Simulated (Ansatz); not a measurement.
**¹⁷O NMR of the central transition in TiO2**

Cell: an entry of the Crystallography Open Database (COD), its atoms then relaxed with PBE in this cell.

```cif
data_TiO2
_symmetry_space_group_name_H-M 'P4_2/mnm'
_symmetry_Int_Tables_number 136
_cell_length_a 4.5922
_cell_length_b 4.5922
_cell_length_c 2.9574
_cell_angle_alpha 90.000
_cell_angle_beta 90.000
_cell_angle_gamma 90.000
loop_
_atom_site_label
_atom_site_type_symbol
_atom_site_symmetry_multiplicity
_atom_site_Wyckoff_symbol
_atom_site_fract_x
_atom_site_fract_y
_atom_site_fract_z
Ti Ti 2 a 0.0000 0.0000 0.0000
O O 4 f 0.3042 0.3042 0.0000
```

One atom of each set is listed.

Method: Kohn–Sham DFT in Ansatz, r2SCAN, plane waves and PAW, scalar-relativistic, 500 eV cutoff, Γ-centred 7×7×10 k-points, Fermi–Dirac smearing 0.02 eV.

¹⁷O has I = 5/2 and Q = -25.58 mb (Pyykkö 2018); at 11.7 T its Larmor frequency is ν₀ = 67.6 MHz. Only the quadrupole interaction is simulated: positions count from each site's isotropic chemical shift, and J coupling is left out, as are shift anisotropy and dipolar coupling, which fast spinning averages.

Simulated pattern of one O site (fast magic-angle spinning, Gaussian broadening 0.04 kHz):

| offset (kHz) | height |
| --- | --- |
| -0.7114 | 0 |
| -0.6789 | 4 |
| -0.6464 | 12 |
| -0.6138 | 18 |
| -0.5813 | 20 |
| -0.5488 | 21 |
| -0.5163 | 23 |
| -0.4838 | 25 |
| -0.4513 | 27 |
| -0.4188 | 32 |
| -0.3863 | 52 |
| -0.3538 | 92 |
| -0.3213 | 100 |
| -0.2888 | 85 |
| -0.2563 | 63 |
| -0.2238 | 51 |
| -0.1913 | 45 |
| -0.1588 | 40 |
| -0.1263 | 36 |
| -0.0937 | 34 |
| -0.0612 | 31 |
| -0.0287 | 27 |
| 0.0038 | 11 |
| 0.0363 | 1 |

**Question.** Which |C_Q| and η does the pattern imply?

**Answer.** The pattern spans 0.677 kHz before broadening and its centre of gravity is at -0.302 kHz, which fixes P_Q; the places of the horns and steps fix η. That gives P_Q = 1.84 MHz, |C_Q| = 1.65 MHz and η = 0.88. The sign of C_Q can't be read from the pattern.
